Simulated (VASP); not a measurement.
Here is a VASP 6.6.1 calculation.

The input INCAR:

```
SYSTEM = AlN
ALGO = Normal
EDIFF = 1E-7
EDIFFG = -0.01
ENCUT = 600
IBRION = 2
ISIF = 4
ISMEAR = 0
LASPH = .TRUE.
LCHARG = .FALSE.
LMIXTAU = .TRUE.
LREAL = .FALSE.
LWAVE = .FALSE.
METAGGA = R2SCAN
NELM = 80
NSW = 40
PREC = Accurate
SIGMA = 0.03
```

The input KPOINTS:

```
k-points
0
G
  12 12 6
  0 0 0
```

POSCAR

```
AlN                                     
1.0
    3.0633402209      0.0000000000     -0.0000000000
   -1.5316701104      2.6529304517      0.0000000000
    0.0000000000      0.0000000000      4.9093498061
  Al              N             
     2     2
Direct
     0.3333333332999970    0.6666666667000030    0.9992188694120607
     0.6666666667000030    0.3333333332999970    0.4992188694120607
     0.3333333332999970    0.6666666667000030    0.3807811305879418
     0.6666666667000030    0.3333333332999970    0.8807811305879418
```

Potentials or basis: VASP PAW PBE potentials, release 64 (Al, N).

Run with:

```bash
$ cat potpaw_PBE.64/Al/POTCAR potpaw_PBE.64/N/POTCAR > POTCAR
$ mpirun -np 1 vasp_std > vasp.out
```

Problem. Estimate the energy gained by relaxing.

Solution. 0.1 meV/atom.

Problem. What does it give for the band gap on the k mesh?

Solution. 5.29 eV, direct.

The path:
```csv
step,energy change (eV),largest force (eV/Å),pressure (GPa)
1,0.0000,0.0224,9.35
2,-0.0002,0.0192,9.32
3,-0.0003,0.0177,9.31
4,-0.0003,0.0174,9.30
5,-0.0002,0.0226,9.30
6,-0.0003,0.0003,9.30
```

Caveat: the PAW data sets were made with another functional, which shifts forces and pressure a little. A k mesh can miss the band edges.
